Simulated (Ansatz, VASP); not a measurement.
## Be: VASP beside Ansatz

```xyz
1
Lattice="-1.2609 1.2157 1.2638 1.2607 -1.2309 1.2788 1.2654 1.2354 -1.2790" Properties=species:S:1:pos:R:3 pbc="T T T"
Be   -0.0183    0.0001    0.0070
```

Change from the starting cell: cell strained at random at fixed volume.

Alike in both runs: task single point; functional PBE; k mesh 15 × 15 × 15; occupations fermi-dirac, width 0.05 eV; no spin polarisation.

```csv
,VASP,Ansatz
version,VASP 6.6.1,Ansatz 0.2.0
potentials or method,"VASP PAW PBE potentials, release 64 (Be)",Ansatz PAW
plane-wave cutoff (eV),520,420
valence electrons in the cell,2,2
```

Ansatz gave:

| Item | Value |
| --- | --- |
| gap on the k mesh at the Fermi level (eV) | none |
| pressure (GPa) | -0.7 |
| largest component of the traceless stress (GPa) | 2.39 |

Q: Estimate VASP's values.

A: gap on the k mesh at the Fermi level (eV): none; pressure (GPa): -0.6; largest component of the traceless stress (GPa): 2.40.

A gap of «none» marks a metal or a gap that the smearing closes.
